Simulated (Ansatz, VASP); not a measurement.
Two plane-wave programs on GaAs

The input POSCAR:

```
GaAs
1.0
    0.0000000000      2.8268500000      2.8268500000
    2.8268500000      0.0000000000      2.8268500000
    2.8268500000      2.8268500000      0.0000000000
As Ga
1 1
Direct
    0.7500000000      0.7500000000      0.7500000000
    0.0000000000      0.0000000000      0.0000000000
```

Contents of INCAR.step1:

```
ALGO = Normal ; EDIFF = 1E-8
EDIFFG = -0.002 ; ENCUT = 600
GGA = PE ; IBRION = 2
ISIF = 3 ; ISMEAR = -1
LASPH = True ; LCHARG = False
LREAL = False ; LWAVE = False
NELM = 60 ; NSW = 40
PREC = Accurate ; SIGMA = 0.05
```

INCAR.step2

```
ALGO = Normal ; EDIFF = 1E-8
ENCUT = 600 ; GGA = PE
IBRION = 6 ; ISIF = 3
ISMEAR = -1 ; LASPH = True
LCHARG = False ; LREAL = False
LWAVE = False ; NELM = 60
NFREE = 2 ; NSW = 1
POTIM = 0.015 ; PREC = Accurate
SIGMA = 0.05
```

The input KPOINTS:

```
k-points
0
Gamma
  6 6 6
```

input.yaml

```yaml
crystal:
  lattice:
    - [0.0, 2.82685, 2.82685]
    - [2.82685, 0.0, 2.82685]
    - [2.82685, 2.82685, 0.0]
  atoms:
    - { symbol: As, position: [0.75, 0.75, 0.75] }
    - { symbol: Ga, position: [0.0, 0.0, 0.0] }
hamiltonian:
  xc: pbe
  pseudopotentials: { kind: paw }
kpoints:
  mp_grid: { grid: [6, 6, 6] }
scf:
  occupations: { method: fixed }
output:
  forces: true
  stress: true
elastic:
  mode: relaxed_ion
  stencil: two_point
```

Alike in both runs: task elastic constants; functional PBE; k mesh 6 × 6 × 6; no spin polarisation.

|  | VASP | Ansatz |
| --- | --- | --- |
| version | VASP 6.6.1 | Ansatz 0.2.0 |
| potentials or method | VASP PAW PBE potentials, release 64 (As, Ga_d) | Ansatz PAW |
| plane-wave cutoff (eV) | 600 | 420 |
| occupations | fermi-dirac, width 0.05 eV | fixed |
| valence electrons in the cell | 18 | 28 |

Ansatz gave:

```
elastic constant that differs most (GPa) : 116
Voigt bulk modulus (GPa)                 : 76
```

Task: Which values does VASP return?

Result: Elastic constant that differs most (GPa): 95; Voigt bulk modulus (GPa): 57.

The two sets of potentials don't hold the same shells in valence.

Caveats: the cell is more than 3 GPa from zero pressure, which shifts response properties (Ansatz).
